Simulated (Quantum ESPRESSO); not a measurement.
# NaCl: dielectric tensor with PBEsol

NaCl:

```
Cl Na
1.0
     3.50219    0.00000    0.00000
     0.00000    3.50219    0.00000
     0.00000    0.00000    3.50219
Cl Na
1 1
Direct
  0.50000 0.50000 0.50000
  0.00000 0.00000 0.00000
```

Measurements of this composition are mostly on another form, of space group No. 225.

```json
{"Program": "Quantum ESPRESSO 7.5", "Task": "dielectric tensor", "Functional": "PBEsol", "Potentials or basis": "PseudoDojo 0.4.1 SR PBEsol standard", "Cutoff": "1197 eV", "Density cutoff": "4789 eV", "k mesh": "8 × 8 × 8, shifted", "Occupations": "fermi-dirac, width 0.05 eV", "Spin": "no spin polarisation", "Mixing beta": "0.5", "Most SCF iterations": "120", "SCF threshold": "4e-10 Ry"}
```

```yaml
Pressure: -1.2 GPa
Electronic_dielectric_tensor_diagonal: 2.76
Born_charges_mean_of_the_diagonal: Cl -1.19; Na +1.19 e
```

Levels at points of the mesh, in eV from the valence-band top:
| k point | band 5 | band 6 | band 7 | band 8 | band 9 | band 10 | band 11 | band 12 |
| --- | --- | --- | --- | --- | --- | --- | --- | --- |
| (0.06, 0.06, 0.06) | -13.22 | -0.58 | -0.47 | -0.47 | 4.32 | 8.67 | 8.67 | 14.22 |

Electronic dielectric tensor:
```
2.76 0.00 0.00
0.00 2.76 0.00
0.00 0.00 2.76
```

Born effective charge tensors (e):
atom 1, Cl
```
-1.19  0.00  0.00
 0.00 -1.19  0.00
 0.00  0.00 -1.19
```
atom 2, Na
```
1.19 0.00 0.00
0.00 1.19 0.00
0.00 0.00 1.19
```

Run time: 90 s on 1 thread of Arm Neoverse V2, on a shared host, peak memory 0.07 GiB.
